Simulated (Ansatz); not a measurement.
Computed properties of RbBr

```yaml
crystal:
  lattice:
    - [0.00000, 3.50760, 3.50760]
    - [3.50760, 0.00000, 3.50760]
    - [3.50760, 3.50760, 0.00000]
  atoms:
    - { symbol: Rb, position: [0.00000, 0.00000, 0.00000] }
    - { symbol: Br, position: [0.50000, 0.50000, 0.50000] }
```

Atom numbers follow the list: Rb1, Br2.

Conventional cell: a = 7.015 Å, b = 7.015 Å, c = 7.015 Å, α = 90.00°, β = 90.00°, γ = 90.00°. Around Rb (atom 1) lie 6 Br at 3.51 Å. Br (atom 2) is surrounded by 6 Rb at 3.51 Å.

The structure comes from a relaxation in the same program, started in the rocksalt type, and has space group Fm-3m. Whether it is a known phase or the ground state wasn't checked.

Levels of theory: DFT, PBE, all-electron LAPW, scalar-relativistic (Ansatz 0.2.0); DFT, PBE, PAW with Ansatz's default frozen-core files, scalar-relativistic (Ansatz 0.2.0).

For LAPW: a Γ-centred 9×9×9 k mesh, Fermi–Dirac smearing of 0.05 eV, basis error target 1 meV/atom, no spin polarisation. PAW takes a cutoff of 420 eV at this cell. The Ansatz runs share mesh, smearing and spin set-up. Values come from LAPW unless marked.

```yaml
Volume_per_atom: 43.16 Å³
Pressure_at_this_cell: 0.01 GPa
```

Task: Löwdin charges (with 0.05 e of the cell spilling out of the atomic basis, so their sizes and signs hang on that basis): what does the calculation give?

Result: Rb1 0.76, Br2 -0.71 e.

Task: Give the computed value. Bader charges (from the PAW run).

Result: Rb1 +0.83, Br2 -0.83 e.

Task: Band gap: what does the calculation give?

Result: 4.19 eV, direct at Γ.
